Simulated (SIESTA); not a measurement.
Crystal: Al.

```
Al
1.0
     0.00000    2.02481    2.02481
     2.02481    0.00000    2.02481
     2.02481    2.02481    0.00000
Al
1
Direct
  0.00000 0.00000 0.00000
```

Program: SIESTA 5.4.2. Alike in all runs: task band structure; no spin polarisation; cell as given; k mesh 11 × 11 × 11; smearing fermi-dirac 0.05 eV; grid cutoff 500 Ry. Hardware: 1 thread of Arm Neoverse V1, on a shared host.

Q: Order these runs on this cell by their wall time, lowest first.
A. level VV10; potentials or basis PseudoDojo 0.4 standard (PBE files), SZ (energy shift 0.002 Ry; radii capped at 9.5 bohr); energy shift 0.002 Ry
B. level PBE; potentials or basis PseudoDojo 0.4 standard (PBE files), DZP (energy shift 0.002 Ry; radii capped at 9.5 bohr); energy shift 0.002 Ry
C. level PBE; potentials or basis PseudoDojo 0.4 standard (PBE files), SZ (energy shift 0.01 Ry); energy shift 0.01 Ry

A: C (2.7 s), A (8.1 s), B (33 s).

Caveats: the basis has no polarisation orbitals (some runs); the non-local part is tabulated coarsely and may be off by about a percent (some runs).

Not every run made on this cell is shown here.
